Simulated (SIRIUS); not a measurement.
# TiCo under changes of volume

One of the cells (13.313 Å³/atom); the others are scaled copies at fixed shape and fractional positions:

```
Co Ti
1.0
     2.98611    0.00000    0.00000
     0.00000    2.98611    0.00000
     0.00000    0.00000    2.98611
Co Ti
1 1
Direct
  0.50000 0.50000 0.50000
  0.00000 0.00000 0.00000
```

The cell comes from a database or a generator and needn't be the stable form of this composition.

* Program: SIRIUS 7.12.0
* Functional: PBEsol
* Potentials or basis: all-electron FP-LAPW
* Cutoff: 190 eV
* Basis: apw+lo standard
* k mesh: 9 × 9 × 9
* Occupations: fermi-dirac, width 0.05 eV
* Spin: collinear spin, ferromagnetic start
* Starting moments: [2.0, 1.0] μB

```csv
volume (Å³/atom),energy over the lowest point (meV/atom),moment (μB per cell)
12.515,0.02,0.56
12.781,0.00,0.60
13.047,6.11,0.64
13.313,?,?
13.580,34.24,0.73
13.846,55.21,0.77
14.112,79.77,0.81
```

Question: What does the run at 13.313 Å³/atom give?

Answer: Energy over the lowest point 17.84 meV/atom; moment 0.68 μB per cell.

Worked out: A Birch-Murnaghan fit of order 3 (a polynomial in V^(-2/3)) to the other rows has its minimum at 12.65 Å³/atom with B0 = V·E''(V) = 188 GPa and B' = 4.7. It gives 17.73 meV/atom at 13.313 Å³/atom, against the run's 17.84. A straight line through the other rows of the moment, of slope 0.158 μB per Å³/atom, gives 0.68 μB, against the run's 0.68.

Energies are extrapolated to zero smearing.
